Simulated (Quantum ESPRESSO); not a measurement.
# Mo (Im-3m) in Quantum ESPRESSO: notebook

Runs on Mo. Level: PBEsol. Tasks: phonons.

All numbers are computed with Quantum ESPRESSO 7.5; they aren't measurements. Logs are shortened: lines on timing, memory, paths and dates and some standing lists are left out, and cuts for length are marked.

### 1 The crystal as given

Symmetry: Im-3m, No. 229, cubic system. Conventional cell: a = 3.168 Å, b = 3.168 Å, c = 3.168 Å, α = 90.00°, β = 90.00°, γ = 90.00°. Mo (site symmetry m-3m) has 8 Mo at 2.74 Å as nearest neighbours.

### 2 Phonons, PBEsol, target pressure 10 GPa, at which the enthalpy is minimised

Input file pw.in:

```
&CONTROL
  calculation = 'scf'
  prefix = 'pwscf'
  outdir = './tmp'
  pseudo_dir = './pseudo'
  tprnfor = .true.
  tstress = .true.
  disk_io = 'low'
/
&SYSTEM
  ibrav = 0
  nat = 1
  ntyp = 1
  ecutwfc = 45
  ecutrho = 360
  nbnd = 13
  occupations = 'smearing'
  smearing = 'mv'
  degauss = 0.01469973
/
&ELECTRONS
  conv_thr = 2d-10
  electron_maxstep = 120
  mixing_beta = 0.5
/
ATOMIC_SPECIES
Mo    95.9500 mo_pbesol_v1.uspp.F.UPF
CELL_PARAMETERS angstrom
  -1.5838089719    1.5838089719    1.5838089719
   1.5838089719   -1.5838089719    1.5838089719
   1.5838089719    1.5838089719   -1.5838089719
ATOMIC_POSITIONS angstrom
Mo     0.0000000000    0.0000000000    0.0000000000
K_POINTS automatic
10 10 10 0 0 0
```

Input file relax.in:

```
&CONTROL
  calculation = 'vc-relax'
  prefix = 'pwscf'
  outdir = './tmp'
  pseudo_dir = './pseudo'
  tprnfor = .true.
  tstress = .true.
  disk_io = 'low'
  nstep = 40
  forc_conv_thr = 0.0001
  etot_conv_thr = 1d-06
/
&SYSTEM
  ibrav = 0
  nat = 1
  ntyp = 1
  ecutwfc = 45
  ecutrho = 360
  nbnd = 13
  occupations = 'smearing'
  smearing = 'mv'
  degauss = 0.01469973
/
&ELECTRONS
  conv_thr = 2d-10
  electron_maxstep = 120
  mixing_beta = 0.5
/
&IONS
  ion_dynamics = 'bfgs'
/
&CELL
  cell_dynamics = 'bfgs'
  press = 100
  press_conv_thr = 0.2
/
ATOMIC_SPECIES
Mo    95.9500 mo_pbesol_v1.uspp.F.UPF
CELL_PARAMETERS angstrom
  -1.5838089719    1.5838089719    1.5838089719
   1.5838089719   -1.5838089719    1.5838089719
   1.5838089719    1.5838089719   -1.5838089719
ATOMIC_POSITIONS angstrom
Mo     0.0000000000    0.0000000000    0.0000000000
K_POINTS automatic
10 10 10 0 0 0
```

Input file scf2.in:

```
&CONTROL
  calculation = 'scf'
  prefix = 'pwscf'
  outdir = './tmp'
  pseudo_dir = './pseudo'
  tprnfor = .true.
  tstress = .true.
  disk_io = 'low'
/
&SYSTEM
  ibrav = 0
  nat = 1
  ntyp = 1
  ecutwfc = 45
  ecutrho = 360
  nbnd = 13
  occupations = 'smearing'
  smearing = 'mv'
  degauss = 0.01469973
/
&ELECTRONS
  conv_thr = 1d-13
  electron_maxstep = 120
  mixing_beta = 0.5
  startingpot = 'file'
  startingwfc = 'file'
/
ATOMIC_SPECIES
Mo    95.9500 mo_pbesol_v1.uspp.F.UPF
CELL_PARAMETERS angstrom
  -1.5447914201    1.5447914201    1.5447914201
   1.5447914201   -1.5447914201    1.5447914201
   1.5447914201    1.5447914201   -1.5447914201
ATOMIC_POSITIONS angstrom
Mo     0.0000000000    0.0000000000    0.0000000000
K_POINTS automatic
10 10 10 0 0 0
```

Input file ph.in:

```
phonons of Mo
&INPUTPH
  prefix = 'pwscf'
  outdir = './tmp'
  tr2_ph = 1d-18
  fildyn = 'dyn'
  niter_ph = 90
  alpha_mix(1) = 0.4
/
0.0000000000 0.8660254038 0.0000000000
```

Potentials or basis: GBRV 1.5 PBEsol.

On the command line:

```
OMP_NUM_THREADS=1 pw.x -in pw.in > pw.out
OMP_NUM_THREADS=1 pw.x -in relax.in > relax.out
OMP_NUM_THREADS=1 pw.x -in scf2.in > scf2.out
OMP_NUM_THREADS=1 ph.x -in ph.in > ph.out
```

pw.out:

```text
This program is part of the open-source Quantum ESPRESSO suite
     for quantum simulation of materials; please cite
[... 9 lines left out ...]
     --------------------
     sticks:   dense  smooth     PW     G-vecs:    dense   smooth      PW
     Sum         727     363    139                12479     4321    1061

     Using Slab Decomposition

     bravais-lattice index     =            0
     lattice parameter (alat)  =       5.1840  a.u.
     unit-cell volume          =     107.2420 (a.u.)^3
     number of atoms/cell      =            1
     number of atomic types    =            1
     number of electrons       =        14.00
     number of Kohn-Sham states=           13
     kinetic-energy cutoff     =      45.0000  Ry
     charge density cutoff     =     360.0000  Ry
     scf convergence threshold =      2.0E-10
     mixing beta               =       0.5000
     number of iterations used =            8  plain     mixing
     Exchange-correlation= SLA  PW   PSX  PSC
                           (   1   4  10   8   0   0   0)

     celldm(1)=   5.183968  celldm(2)=   0.000000  celldm(3)=   0.000000
     celldm(4)=   0.000000  celldm(5)=   0.000000  celldm(6)=   0.000000

     crystal axes: (cart. coord. in units of alat)
               a(1) = (  -0.577350   0.577350   0.577350 )
               a(2) = (   0.577350  -0.577350   0.577350 )
               a(3) = (   0.577350   0.577350  -0.577350 )

     reciprocal axes: (cart. coord. in units 2 pi/alat)
               b(1) = ( -0.000000  0.866025  0.866025 )
               b(2) = (  0.866025 -0.000000  0.866025 )
               b(3) = (  0.866025  0.866025  0.000000 )

     PseudoPot. # 1 for Mo read from file:
     mo_pbesol_v1.uspp.F.UPF
     Pseudo is Ultrasoft + core correction, Zval = 14.0
     Generated by new atomic code, or converted to UPF format
     Using radial grid of  889 points,  6 beta functions with:
                l(1) =   0
                l(2) =   0
                l(3) =   1
                l(4) =   1
                l(5) =   2
                l(6) =   2
     Q(r) pseudized with  6 coefficients,  rinner =    1.000   1.000   1.000
                                                       1.000   1.000

     atomic species   valence    mass     pseudopotential
     Mo               14.00    95.95000     Mo( 1.00)

     48 Sym. Ops., with inversion, found

   Cartesian axes

     site n.     atom                  positions (alat units)
         1        Mo     tau(   1) = (   0.0000000   0.0000000   0.0000000  )

     number of k points=    47  Marzari-Vanderbilt smearing, width (Ry)=  0.0147
                       cart. coord. in units 2pi/alat
        k(    1) = (   0.0000000   0.0000000   0.0000000), wk =   0.0020000
        k(    2) = (   0.0866025   0.0866025   0.0000000), wk =   0.0240000
        k(    3) = (   0.1732051   0.1732051   0.0000000), wk =   0.0240000
        k(    4) = (   0.2598076   0.2598076   0.0000000), wk =   0.0240000
        k(    5) = (   0.3464102   0.3464102   0.0000000), wk =   0.0240000
        k(    6) = (  -0.4330127  -0.4330127   0.0000000), wk =   0.0120000
[... 39 lines left out ...]
        k(   46) = (  -0.8660254  -0.0866025  -0.0866025), wk =   0.0240000
        k(   47) = (  -0.8660254  -0.8660254  -0.8660254), wk =   0.0020000

     Dense  grid:    12479 G-vectors     FFT dimensions: (  32,  32,  32)

     Smooth grid:     4321 G-vectors     FFT dimensions: (  24,  24,  24)

     Initial potential from superposition of free atoms

     starting charge      13.9990, renormalised to      14.0000
     Starting wfcs are   13 randomized atomic wfcs

     Self-consistent Calculation

     iteration #  1     ecut=    45.00 Ry     beta= 0.50
     Davidson diagonalization with overlap
     ethr =  1.00E-02,  avg # of iterations =  3.8

     Threshold (ethr) on eigenvalues was too large:
     Diagonalizing with lowered threshold

     Davidson diagonalization with overlap
     ethr =  3.07E-04,  avg # of iterations =  1.6

     total energy              =    -139.32946573 Ry
     estimated scf accuracy    <       0.04386545 Ry

     iteration #  2     ecut=    45.00 Ry     beta= 0.50
     Davidson diagonalization with overlap
     ethr =  3.13E-04,  avg # of iterations =  2.0

     negative rho (up, down):  3.541E-06 0.000E+00

     total energy              =    -139.33768087 Ry
     estimated scf accuracy    <       0.00118686 Ry

     iteration #  3     ecut=    45.00 Ry     beta= 0.50
     Davidson diagonalization with overlap
     ethr =  8.48E-06,  avg # of iterations =  2.4
[... 24 lines left out ...]
     iteration #  6     ecut=    45.00 Ry     beta= 0.50
     Davidson diagonalization with overlap
     ethr =  1.60E-09,  avg # of iterations =  2.0

     negative rho (up, down):  4.064E-06 0.000E+00

     total energy              =    -139.33772130 Ry
     estimated scf accuracy    <          1.5E-09 Ry

     iteration #  7     ecut=    45.00 Ry     beta= 0.50
     Davidson diagonalization with overlap
     ethr =  1.08E-11,  avg # of iterations =  2.7

     negative rho (up, down):  4.042E-06 0.000E+00

     End of self-consistent calculation

          k = 0.0000 0.0000 0.0000 (   555 PWs)   bands (ev):

   -40.3610 -13.6762 -13.6762 -13.6762  13.6171  19.5148  19.5148  19.5148
    22.4641  22.4641  35.5450  35.5450  35.5450

          k = 0.0866 0.0866 0.0000 (   557 PWs)   bands (ev):

   -40.3377 -13.8123 -13.7184 -13.6771  14.0423  19.2791  19.4641  19.9192
    22.1545  22.4737  35.8337  36.2641  36.3121

          k = 0.1732 0.1732 0.0000 (   547 PWs)   bands (ev):

   -40.2762 -14.1592 -13.8273 -13.6796  15.0865  18.7182  19.2622  21.0772
    21.8762  22.5442  35.9690  37.2021  38.2455

          k = 0.2598 0.2598 0.0000 (   549 PWs)   bands (ev):

   -40.1993 -14.5719 -13.9593 -13.6830  15.8391  18.1116  19.6528  22.1275
    22.7300  22.7972  34.7492  35.7676  41.0944

          k = 0.3464 0.3464 0.0000 (   547 PWs)   bands (ev):

   -40.1363 -14.8940 -14.0639 -13.6857  15.7387  17.6733  21.2067  22.5181
    22.9791  24.6173  33.2910  33.3842  39.2793

          k =-0.4330-0.4330 0.0000 (   546 PWs)   bands (ev):

   -40.1120 -15.0144 -14.1034 -13.6868  15.5968  17.5160  22.3704  22.4907
    23.1045  25.5104  32.1975  32.6992  37.8612

          k = 0.1732 0.0866 0.0866 (   556 PWs)   bands (ev):

   -40.2953 -14.0506 -13.7662 -13.7098  14.8024  19.0007  19.1180  20.7938
    21.7645  22.6166  36.3758  37.0227  37.3494

          k = 0.2598 0.1732 0.0866 (   549 PWs)   bands (ev):

   -40.2260 -14.4057 -13.8985 -13.7255  15.8640  18.4304  18.9102  21.6940
    22.3836  22.8644  35.8364  36.6934  38.9820

          k = 0.3464 0.2598 0.0866 (   548 PWs)   bands (ev):

   -40.1559 -14.7433 -14.0434 -13.7320  16.1489  17.9181  19.7661  22.1108
    23.0834  24.3857  34.0278  34.7909  39.4758
[... 58 lines left out ...]
   -40.1013 -14.7439 -14.2822 -13.9261  17.1108  17.8067  19.4468  22.8452
    23.1777  28.8818  31.2166  33.3289  35.1623

          k = 0.0000-0.0866 0.2598 (   558 PWs)   bands (ev):

   -40.2552 -14.1609 -13.8721 -13.7843  15.4606  19.0831  19.3173  20.8589
    20.9404  23.1446  36.7392  37.3840  38.7299

          k = 0.5196 0.3464 0.3464 (   547 PWs)   bands (ev):

   -40.0920 -14.5319 -14.5319 -13.9674  17.2173  18.6559  18.6559  23.0824
    23.0824  30.4357  31.2155  31.2155  35.3933

          k =-0.0000-0.1732 0.3464 (   544 PWs)   bands (ev):

   -40.1803 -14.5528 -14.0061 -13.7824  16.2134  18.5162  19.1801  21.3650
    22.6696  23.4374  34.9201  36.4375  40.4690

          k = 0.0866-0.0866 0.3464 (   550 PWs)   bands (ev):

   -40.1897 -14.4224 -14.0029 -13.8515  16.3982  18.6428  19.1970  20.6609
    22.1722  23.5852  35.6779  37.3291  39.6629

          k = 0.0000-0.2598 0.4330 (   545 PWs)   bands (ev):

   -40.1191 -14.8607 -14.1125 -13.7797  16.0829  18.0990  19.8911  21.9090
    24.2620  24.5184  33.1674  34.5980  38.5158

          k = 0.0866-0.1732 0.4330 (   553 PWs)   bands (ev):

   -40.1235 -14.7038 -14.1575 -13.8631  16.7424  18.2157  19.1672  21.3021
    23.3652  24.8651  33.9975  36.1631  38.8799
[... 23 lines left out ...]
   -40.1046 -14.6854 -14.1324 -14.1324  17.8202  17.8202  18.6491  23.0834
    23.0834  29.1146  31.7245  33.6373  33.6373

          k = 0.4330 0.4330 0.3464 (   538 PWs)   bands (ev):

   -40.0946 -14.5586 -14.3299 -14.1477  17.8263  17.9382  18.8914  23.1424
    23.2132  30.3166  30.7595  32.8204  33.2978

          k = 0.0000 0.0000 0.3464 (   554 PWs)   bands (ev):

   -40.1998 -14.2290 -13.9876 -13.9876  16.3432  19.2866  19.7899  19.7899
    20.9705  23.6762  36.6448  38.0290  39.6823

          k =-0.0000-0.0866 0.4330 (   550 PWs)   bands (ev):

   -40.1305 -14.5086 -14.1273 -14.0317  17.0109  18.2335  19.6407  20.5880
    22.3993  24.2166  35.2859  37.9921  39.1178

          k = 0.0000-0.1732 0.5196 (   550 PWs)   bands (ev):

   -40.0738 -14.7731 -14.2380 -14.0206  16.7423  18.2151  19.3235  21.0582
    24.2727  25.7335  33.4400  36.7198  36.8446

          k = 0.0866-0.0866 0.5196 (   544 PWs)   bands (ev):

   -40.0706 -14.6595 -14.3013 -14.0871  17.3246  17.3808  19.8221  21.1994
    23.3504  25.6368  34.4298  36.3012  38.2143

          k =-0.8660-0.2598-0.2598 (   546 PWs)   bands (ev):

   -40.0520 -14.8745 -14.2797 -14.0140  16.4999  18.4014  19.1993  21.0093
    25.2405  27.3303  31.5984  35.5997  36.4949

          k =-0.7794-0.1732-0.2598 (   544 PWs)   bands (ev):

   -40.0334 -14.7679 -14.4267 -14.0837  16.8312  17.5552  19.4389  21.8178
    24.3072  28.1786  32.0022  34.1681  38.4168

          k =-0.6928-0.1732-0.1732 (   547 PWs)   bands (ev):

   -40.0179 -14.6431 -14.6431 -14.0860  17.0996  17.0996  19.1763  23.3858
    23.3858  31.0706  31.2359  31.2359  40.0587

          k =-0.0000-0.0000 0.5196 (   546 PWs)   bands (ev):

   -40.0682 -14.5094 -14.2736 -14.2736  17.2443  17.2901  20.9333  20.9333
    22.5281  24.9645  36.2351  37.0738  37.0738

          k = 0.0000-0.0866 0.6062 (   541 PWs)   bands (ev):

   -40.0174 -14.6648 -14.3894 -14.3069  16.5986  16.9757  21.1653  21.5954
    24.0102  26.6745  33.6930  34.7172  37.9549

          k =-0.8660-0.1732-0.1732 (   542 PWs)   bands (ev):

   -39.9978 -14.7464 -14.4331 -14.2957  16.3463  16.8416  21.1204  21.7418
    25.0102  28.8574  31.0049  33.4833  38.9790

          k =-0.7794-0.0866-0.1732 (   535 PWs)   bands (ev):

   -39.9842 -14.6715 -14.5464 -14.3317  16.2579  16.4548  21.2641  23.1205
    24.3497  28.9528  31.7693  32.1655  39.6476

          k = 0.0000 0.0000 0.6928 (   534 PWs)   bands (ev):

   -39.9713 -14.5984 -14.5091 -14.5091  15.9653  16.1953  23.0127  23.0127
    24.0713  27.7452  32.4185  32.4185  39.0374

          k =-0.8660-0.0866-0.0866 (   536 PWs)   bands (ev):

   -39.9536 -14.6407 -14.5542 -14.5168  15.7635  15.8485  23.3766  23.6220
    24.8309  29.5583  30.2500  31.1401  40.4909

          k =-0.8660-0.8660-0.8660 (   490 PWs)   bands (ev):

   -39.9365 -14.5995 -14.5995 -14.5995  15.5072  15.5072  24.7644  24.7644
    24.7644  29.7210  29.7210  29.7210  40.0505

     the Fermi energy is    20.9426 ev

!    total energy              =    -139.33772130 Ry
     estimated scf accuracy    <          4.4E-11 Ry
     smearing contrib. (-TS)   =      -0.00043435 Ry
     internal energy E=F+TS    =    -139.33728695 Ry

     The total energy is F=E-TS. E is the sum of the following terms:
     one-electron contribution =     -18.87625903 Ry
     hartree contribution      =      17.89758887 Ry
     xc contribution           =     -19.19756568 Ry
     ewald contribution        =    -119.16105111 Ry

     convergence has been achieved in   7 iterations

     negative rho (up, down):  4.042E-06 0.000E+00

     Forces acting on atoms (cartesian axes, Ry/au):

     atom    1 type  1   force =     0.00000000    0.00000000    0.00000000

     Total force =     0.000000     Total SCF correction =     0.000000

     Computing stress (Cartesian axis) and pressure

     negative rho (up, down):  4.042E-06 0.000E+00
          total   stress  (Ry/bohr**3)                   (kbar)     P=     -104.51
  -0.00071047  -0.00000000  -0.00000000         -104.51       -0.00       -0.00
  -0.00000000  -0.00071047  -0.00000000           -0.00     -104.51       -0.00
  -0.00000000  -0.00000000  -0.00071047           -0.00       -0.00     -104.51

=------------------------------------------------------------------------------=
   JOB DONE.
=------------------------------------------------------------------------------=
```

Run time: 60 s. Hardware: 1 thread of Arm Neoverse V2, shared host; peak memory 0.09 GiB.

What came out:

| Item | Value |
| --- | --- |
| Free energy | -1895.7890 eV |
| Relaxed volume | 14.75 Å³/atom |
| Relaxed cell | a = 2.676 Å, b = 2.676 Å, c = 2.676 Å, α = 109.47°, β = 109.47°, γ = 109.47° |
| Space group after relaxing (to 0.05 Å) | Im-3m (No. 229) |
| Pressure after relaxing | 10.0 GPa |
| Band gap on the k mesh | none (metal or under the smearing width) |
| Highest phonon frequency at the q point run | 21 cm⁻¹ |

The path:
```tsv
step	energy change (eV)	largest force (eV/Å)	pressure (GPa)	volume (Å³)
1	0.0000	0.0000	-10.45	15.89
2	0.0366	0.0000	20.65	14.29
3	-0.0097	0.0000	8.80	14.80
4	-0.0066	0.0000	9.94	14.75
5	-0.0064	0.0000	10.00	14.75
```

Final structure:
```cif
data_structure
_symmetry_space_group_name_H-M 'P 1'
_symmetry_Int_Tables_number 1
_cell_length_a 2.6757
_cell_length_b 2.6757
_cell_length_c 2.6757
_cell_angle_alpha 109.471
_cell_angle_beta 109.471
_cell_angle_gamma 109.471
_cell_volume 14.75
loop_
_atom_site_label
_atom_site_type_symbol
_atom_site_fract_x
_atom_site_fract_y
_atom_site_fract_z
_atom_site_occupancy
Mo1 Mo 0.00000 0.00000 0.00000 1
```

Phonon frequencies in cm⁻¹ (negative: imaginary):
```csv
q point,frequencies
"(0.500, -0.500, 0.500)",21 21 21
```

Phonon modes at q = (0.500, -0.500, 0.500) in reciprocal lattice units:
```csv
mode,symmetry,cm⁻¹
1,T_1u,21
2,T_1u,21
3,T_1u,21
```

Caveat: the mesh is thin for the phonons of a metal; the cell is more than 3 GPa from zero pressure, which shifts response properties.

[end of part 1 of 3]
